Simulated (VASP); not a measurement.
Input of a VASP 6.6.1 run:

The input INCAR:

```
SYSTEM = Zn2SnN2
  PREC = Normal
  ENCUT = 520
  EDIFF = 1E-4
  ISMEAR = 0
  SIGMA = 0.15
  LREAL = .False.
  LASPH = .True.
  NELM = 60
  ALGO = Fast
  ISIF = 3
  LWAVE = .False.
  LCHARG = .False.
  GGA = PE
  IBRION = 2
  NSW = 24
  EDIFFG = -0.08
```

The input KPOINTS:

```
regular mesh
0
Gamma
  5 5 2
  0 0 0
```

POSCAR

```
Zn2SnN2
1.0
    3.6000000000      0.0000000000      0.0000000000
   -1.8000000000      3.1176914500      0.0000000000
    0.0000000000      0.0000000000      6.6000000000
Zn Sn N
2 1 2
Direct
    0.3333333300      0.6666666700      0.6300000000
    0.6666666700      0.3333333300      0.3700000000
    0.0000000000      0.0000000000      0.0000000000
    0.6666666700      0.3333333300      0.7400000000
    0.3333333300      0.6666666700      0.2600000000
```

Potentials or basis: VASP PAW PBE potentials, release 64 (Zn, Sn_d, N).

The run is started by

```bash
$ cat potpaw_PBE.64/Zn/POTCAR potpaw_PBE.64/Sn_d/POTCAR potpaw_PBE.64/N/POTCAR > POTCAR
$ mpirun -np 1 vasp_std > vasp.out
```

(1) Predict the space group after relaxing (to 0.05 Å).

(2) Predict the relaxed volume.

Results:

(1) P-3m1 (No. 164).

(2) 13.90 Å³/atom.

Caveat: the k mesh is coarse (spacing up to 0.48 Å⁻¹), so the values aren't converged.
